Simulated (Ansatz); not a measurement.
Runs of Ansatz 0.2.0 on SiO2. It takes space group P4_32_12 (No. 96, tetragonal). Conventional cell: a = 4.976 Å, b = 4.976 Å, c = 6.901 Å, α = 90.00°, β = 90.00°, γ = 90.00°. Si (site symmetry 2) has 4 O at 1.61 Å as nearest neighbours. O (site symmetry 1) has 2 Si at 1.61 Å as nearest neighbours. The cell comes from a database or a generator and needn't be the stable form of this composition.

| task | level | cell | k mesh | cutoff (eV) | points for each segment of the path | mesh quality | gap on the mesh (eV) | pressure (GPa) | largest force (eV/Å) |
| --- | --- | --- | --- | --- | --- | --- | --- | --- | --- |
| single point | PBE | as given | 3 × 3 × 2 | 420 | - | coarse | 5.73 | 4.8 | 0.28 |
| relaxation of cell and atoms | PBEsol+D3(BJ) | relaxed | 6 × 6 × 4 | 420 | - | not flagged | 5.66 | 0.0 | - |
| band structure | LDA | as given | 6 × 6 × 4 | 420 | 10 | not flagged | (a) | -1.6 | 0.09 |
| single point | PBE | as given | 6 × 6 × 4 | 250 | - | not flagged | (b) | 7.2 | 0.50 |
| band structure | r2SCAN | as given | 6 × 6 × 4 | 500 | 10 | not flagged | 6.35 | 0.1 | 0.03 |

Alike in all rows: potentials or basis Ansatz PAW; no spin polarisation; smearing fermi-dirac 0.05 eV.

Fill in the values left out.

(a) 5.49; (b) 5.48.

Caveats: some runs use coarse meshes; the PAW data sets come from PBE, with cores solved anew for the run's functional, which leaves a small shift of forces and pressure (some runs); odd divisions of the mesh miss points on the zone boundary, where band edges often lie, so the gap on the mesh can be too wide (some runs); the plane-wave basis is chosen anew once the cell has moved, so the energies of steps on either side of that aren't comparable (some runs); the pressure holds a Pulay correction of +64.3 GPa for the finite cutoff (some runs); the cutoff lies under the one recommended for these potentials (some runs).

A k mesh can miss the band edges.
